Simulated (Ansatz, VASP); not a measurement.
## One calculation of Ca, two programs

The input INCAR:

```
PREC = Accurate
ENCUT = 600
EDIFF = 1E-7
ISMEAR = 0
SIGMA = 0.1
LREAL = F
LASPH = T
NELM = 80
ALGO = Fast
ISIF = 3
LWAVE = F
LCHARG = F
GGA = PS
IBRION = 2
NSW = 70
EDIFFG = -0.005
```

File KPOINTS:

```
regular mesh
0
Gamma
  14 14 14
```

The input POSCAR:

```
Ca
1.0
   -2.1904916621      2.1904916621      2.1904916621
    2.1904916621     -2.1904916621      2.1904916621
    2.1904916621      2.1904916621     -2.1904916621
Ca
1
Direct
    0.0000000000      0.0000000000      0.0000000000
```

Input for Ansatz:

```yaml
crystal:
  lattice:
    - [-2.1904916621, 2.1904916621, 2.1904916621]
    - [2.1904916621, -2.1904916621, 2.1904916621]
    - [2.1904916621, 2.1904916621, -2.1904916621]
  atoms:
    - { symbol: Ca, position: [0.0, 0.0, 0.0] }
basis:
  ecutwfc: 420
kpoints:
  mp_grid: { grid: [14, 14, 14] }
hamiltonian:
  xc: pbesol
scf:
  occupations: { method: gaussian, width: 0.1 }
output:
  forces: true
  stress: true
  eigenvalues: true
relax:
  adjacent_minimum: "off"
  f_tol: 0.005
  max_steps: 50
  cell: { stress_tol: 0.05 }
```

Alike in both runs: task relaxation of cell and atoms; functional PBEsol; k mesh 14 × 14 × 14; occupations gaussian, width 0.1 eV; no spin polarisation.

|  | VASP | Ansatz |
| --- | --- | --- |
| version | VASP 6.6.1 | Ansatz 0.2.0 |
| potentials or method | VASP PAW PBE potentials, release 64 (Ca_sv) | scalar-relativistic, plane waves, PAW |
| plane-wave cutoff (eV) | 600 | 420 |
| valence electrons in the cell | 10 | 10 |

```tsv
	VASP	Ansatz	Ansatz less VASP
gap on the k mesh at the Fermi level, each at its own relaxed structure (eV)	none	none	-
relaxed volume (Å³/atom)	40.46	40.35	-0.113
relaxed cell length with the largest relative difference (Å)	3.746	3.742	-0.0035
energy change over the relaxation (meV/atom)	-3	-3	-0.3
```

A gap of «none» marks a metal or a gap that the smearing closes.

Caveats: the PAW data sets were made with another functional, which shifts forces and pressure a little (VASP).
